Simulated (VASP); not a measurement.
**Ga: single point with PBE**

Ga:

```xyz
20
Lattice="5.2864 -6.7593 0.0000 5.2864 6.7593 0.0000 0.0000 0.0000 5.1107" Properties=species:S:1:pos:R:3 pbc="T T T"
Ga    7.6851   -0.7120    1.2777
Ga    5.2864   -1.4178    2.5558
Ga    2.8877    0.7120    3.8330
Ga    2.3878   -1.8600    3.8330
Ga    3.9534    3.9118    1.2777
Ga    6.6194   -3.9118    3.8330
Ga    6.6194    3.9118    1.2777
Ga    5.2864   -6.6052    1.2777
Ga    8.1849    1.8600    1.2777
Ga    8.1849   -1.8600    3.8330
Ga    5.2864   -1.4178    5.1102
Ga    5.2864    3.8415    3.8330
Ga    7.6851    0.7120    3.8330
Ga    5.2864   -3.8415    1.2777
Ga    5.2864    1.4178    0.0005
Ga    3.9534   -3.9118    3.8330
Ga    5.2864    6.6052    3.8330
Ga    2.8877   -0.7120    1.2777
Ga    5.2864    1.4178    2.5549
Ga    2.3878    1.8600    1.2777
```

This isn't the form of Ga at room conditions, which is orthorhombic.

| Property | Result |
| --- | --- |
| Program | VASP 6.6.1 |
| Task | single point |
| Functional | PBE |
| Potentials or basis | VASP PAW PBE potentials, release 64 (Ga_d) |
| Cutoff | 520 eV |
| k mesh | 2 × 2 × 4 |
| Occupations | gaussian, width 0.1 eV |
| Spin | no spin polarisation |
| Dipole correction | no |
| Further INCAR settings | LREAL = Auto; ALGO = Fast; EDIFF = 1e-06; NBANDS = 146 |

```yaml
Pressure: 3.4 GPa
Largest_force: 0.353 eV/Å
Band_gap_on_the_k_mesh: none (metal or under the smearing width)
```

Forces in eV/Å, atoms in the order of the input:
```
Ga   0.080  0.000  0.000
Ga   0.000 -0.029  0.352
Ga  -0.080  0.000  0.000
Ga   0.079  0.047  0.000
Ga  -0.076  0.094  0.000
Ga   0.076 -0.094  0.000
Ga   0.076  0.094  0.000
Ga   0.000 -0.098  0.000
Ga  -0.079 -0.047  0.000
Ga  -0.079  0.047  0.000
Ga   0.000 -0.029 -0.352
Ga   0.000 -0.041  0.000
Ga   0.080  0.000  0.000
Ga   0.000  0.041  0.000
Ga   0.000  0.029  0.352
Ga  -0.076 -0.094  0.000
Ga   0.000  0.098  0.000
Ga  -0.080  0.000  0.000
Ga   0.000  0.029 -0.352
Ga   0.079 -0.047  0.000
```

Stress tensor (GPa, compression positive):
```
2.76 0.00 0.00
0.00 3.83 0.00
0.00 0.00 3.74
```

Levels at points of the mesh, in eV from the Fermi level:
```
           k point  band 128  band 129  band 130  band 131  band 132  band 133
(0.00, 0.00, 0.00)     -1.52     -1.39     -1.37     -0.75     -0.64     -0.07
(0.50, 0.00, 0.00)     -0.96     -0.70     -0.52     -0.42     -0.31     -0.23
(0.50, 0.50, 0.00)     -0.25     -0.22     -0.09     -0.02      0.42      0.60
(0.00, 0.00, 0.50)     -0.65     -0.30     -0.30      0.21      0.21      1.37
(0.50, 0.00, 0.50)     -0.55      0.78      0.78      1.03      1.03      1.29
(0.50, 0.50, 0.50)     -1.53      2.36      2.36      2.57      2.57      2.69
```

Run time: 10 min on 1 thread of AMD EPYC 7R13 Processor (Zen 3), with other jobs on the host, peak memory 0.53 GiB.

Caveat: the k mesh is coarse (spacing up to 0.38 Å⁻¹), so the values aren't converged.
